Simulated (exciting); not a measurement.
Input of an exciting (release sodium) run:

File input.xml:

```xml
<input>
  <title>Yb</title>
  <structure speciespath="./" tshift="false">
    <crystal scale="1">
      <basevect>-4.065713631788 4.065713631788 4.065713631788</basevect>
      <basevect>4.065713631788 -4.065713631788 4.065713631788</basevect>
      <basevect>4.065713631788 4.065713631788 -4.065713631788</basevect>
    </crystal>
    <species speciesfile="Yb.xml" rmt="2.3">
      <atom coord="0.000000000000 0.000000000000 0.000000000000" bfcmt="0 0 -8"/>
    </species>
  </structure>
  <groundstate do="fromscratch" ngridk="9 9 9" rgkmax="9.5" gmaxvr="14" lmaxapw="10" lmaxmat="10" lmaxvr="8" xctype="GGA_PBE_SOL" stype="Gaussian" swidth="0.00183747" nempty="22" ValenceRelativity="iora*" epsengy="1e-05" epspot="1e-05" maxscl="90" tforce="true" outputlevel="normal">
    <spin reducebf="0.5"/>
  </groundstate>
</input>
```

Potentials or basis: all-electron LAPW+lo, shipped species files, valence relativity iora*.

The run is started by

```console
$ OMP_NUM_THREADS=1 exciting_smp
```

(1) What does it give for the net moment?

(2) Predict the band gap on the k mesh.

## Answers

(1) 0.00 μB per cell.

(2) none (metal or under the smearing width).

Caveat: spin-orbit coupling is left out, which moves the levels of the heavy elements.
